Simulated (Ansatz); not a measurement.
## CaO, space group P6_3/mmc: a phonon calculation by finite displacements, step by step

Computed with Ansatz 0.2.0 through its Python package.

Run as a notebook:

**Cell 1**
```python
from pathlib import Path

import ansatz as az
import numpy as np
```

**Cell 2**
```python
vectors = np.array([
    [3.991976, 0.0, 0.0],
    [-1.995988, 3.457152, 0.0],
    [0.0, 0.0, 4.78484],
])
structure = (
    az.Lattice.of(vectors)
    .atom('Ca', (1 / 3, 2 / 3, 0.75))
    .atom('Ca', (2 / 3, 1 / 3, 0.25))
    .atom('O', (1 / 3, 2 / 3, 0.25))
    .atom('O', (2 / 3, 1 / 3, 0.75))
)
```

**Cell 3**
```python
calculation = structure.calculation()
calculation = calculation.functional('LDA').pseudopotentials('paw')
calculation = calculation.occupations('Fixed').scf(tolerance=1e-07)
calculation = calculation.kpoints(5, 5, 3)
calculation = calculation.phonons('fd', supercell=1, amplitude=0.015)
result = calculation.run(threads=1, runs_dir='runs')
folder = Path(result.output_folder) / 'results'
ph = result.phonons
```
Output:
```text
DeckWarning: basis.ecutwfc = 420 eV, auto-derived from the records' recommended cutoffs: set by Ca (normal level)
```

**Cell 4**
```python
print('modes at Gamma (1/cm):', np.round(ph.gamma_omega_inv_cm, 1) + 0.0)
print(f'{ph.n_members} displaced supercells, sum-rule residual {ph.asr_residual_pre_ev_ang2:.1e} eV/A^2')
optical = np.sort(ph.gamma_omega_inv_cm)
print('imaginary modes at Gamma:', int((optical < -10).sum()), '- highest mode', round(float(optical[-1]), 1), '1/cm')
```
Output:
```text
modes at Gamma (1/cm): [  0.    0.    0.  202.8 202.8 243.6 270.1 346.1 346.1 354.1 354.1 357.4]
2 displaced supercells, sum-rule residual 7.4e-04 eV/A^2
imaginary modes at Gamma: 0 - highest mode 357.4 1/cm
```

Notes:
- The cell isn't relaxed first, so the values belong to this volume.
- No non-analytic term is added, so at the zone centre the longitudinal optical modes of a polar crystal aren't split off.
- The structure comes from a database of computed cells and needn't be a stable or known phase.
- Warnings are shown shortened and without file and line.
- The structure is taken as given and the supercell is small; imaginary modes can come from an unrelaxed or unstable start.
- Timing: 8.4 s on 1 thread of Arm Neoverse V2, on a shared host, peak memory 0.41 GiB.

(Lines on the test bed's own set-up are left out of the output.)
